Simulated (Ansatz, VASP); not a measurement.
# LiF (Griceite): VASP beside Ansatz

The input POSCAR:

```
LiF
1.0
    0.0000000000      2.0004828142      2.0004828142
    2.0004828142      0.0000000000      2.0004828142
    2.0004828142      2.0004828142      0.0000000000
F Li
1 1
Direct
    0.5000000000      0.5000000000      0.5000000000
    0.0000000000      0.0000000000      0.0000000000
```

INCAR.step1

```
ALGO = Normal ; EDIFF = 1E-4
ENCUT = 520 ; GGA = PE
ISMEAR = -1 ; LASPH = T
LCHARG = F ; LREAL = F
LWAVE = T ; NBANDS = 12
NELM = 60 ; PREC = Accurate
SIGMA = 0.05
```

Contents of INCAR.step2:

```
ALGO = Normal ; EDIFF = 1E-6
ENCUT = 520 ; ISIF = 2
ISMEAR = -1 ; ISTART = 1
LASPH = T ; LCHARG = T
LELF = T ; LMIXTAU = T
LREAL = F ; LVHAR = T
LWAVE = F ; METAGGA = R2SCAN
NBANDS = 12 ; NELM = 60
PREC = Accurate ; SIGMA = 0.05
```

The input KPOINTS:

```
k-points
0
Gamma
  11 11 11
```

File input.yaml:

```yaml
crystal:
  lattice:
    - [0.0, 2.0004828142, 2.0004828142]
    - [2.0004828142, 0.0, 2.0004828142]
    - [2.0004828142, 2.0004828142, 0.0]
  atoms:
    - { symbol: F, position: [0.5, 0.5, 0.5] }
    - { symbol: Li, position: [0.0, 0.0, 0.0] }
hamiltonian:
  xc: r2scan
  pseudopotentials: { kind: paw }
kpoints:
  mp_grid: { grid: [11, 11, 11] }
scf:
  occupations: { method: fermi_dirac, width: 0.05 }
output:
  forces: true
  stress: true
  eigenvalues: true
  write_density: true
  write_potential: true
  elf: true
  volumetric_format: npy
```

Alike in both runs: task single point; functional r2SCAN; k mesh 11 × 11 × 11; occupations fermi-dirac, width 0.05 eV; no spin polarisation.

```csv
,VASP,Ansatz
version,VASP 6.6.1,Ansatz 0.2.0
potentials or method,"VASP PAW PBE potentials, release 64 (F, Li_sv)",Ansatz PAW
plane-wave cutoff (eV),520,500
valence electrons in the cell,10,10
```

```tsv
	VASP	Ansatz	Ansatz less VASP
gap on the k mesh at the Fermi level (eV)	10.47	10.25	-0.224
least direct gap on the mesh (eV)	10.47	10.25	-0.224
```

Caveats: an odd mesh through Γ misses points on the zone boundary, where band edges often lie (VASP); odd divisions of the mesh miss points on the zone boundary, where band edges often lie, so the gap on the mesh can be too wide (Ansatz). r2SCAN opens gaps a little over a GGA but as a rule still falls short of measured ones.
